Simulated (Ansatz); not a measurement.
Crystal: InP.

```xyz
2
Lattice="0.0000 2.9305 2.9305 2.9305 0.0000 2.9305 2.9305 2.9305 0.0000" Properties=species:S:1:pos:R:3 pbc="T T T"
In    0.0000    0.0000    0.0000
P     4.3957    4.3957    4.3957
```

* Program: Ansatz 0.2.0
* Task: relaxation of cell and atoms
* Functional: rPW86-PBE
* Potentials or basis: Ansatz PAW
* Cutoff: 420 eV (not typed: the program's choice for these potentials)
* k mesh: 8 × 8 × 8
* Occupations: fermi-dirac, width 0.05 eV
* Spin: no spin polarisation

At the start: volume 25.17 Å³/atom.

**Question.** How do energy, volume and symmetry change on relaxing?

**Answer.** It ends after 5 steps and the volume is 27.49 Å³/atom (+9.2 %); space group F-43m (No. 216, to 0.05 Å).

The path:
```csv
step,energy change (eV),largest force (eV/Å),volume (Å³)
1,0.0000,0.0000,50.33
2,-0.0755,0.0000,55.39
3,-0.0760,0.0000,55.05
4,-0.0760,0.0000,54.98
5,-0.0769,0.0000,54.98
```

Final structure:
```xyz
2
Lattice="0.0000 3.0181 3.0181 3.0181 0.0000 3.0181 3.0181 3.0181 0.0000" Properties=species:S:1:pos:R:3 pbc="T T T"
In    0.0000    0.0000    0.0000
P     4.5271    4.5271    4.5271
```

Caveat: the plane-wave basis is chosen anew once the cell has moved, so the energies of steps on either side of that aren't comparable; the PAW data sets come from PBE, with cores solved anew for the run's functional, which leaves a small shift of forces and pressure.
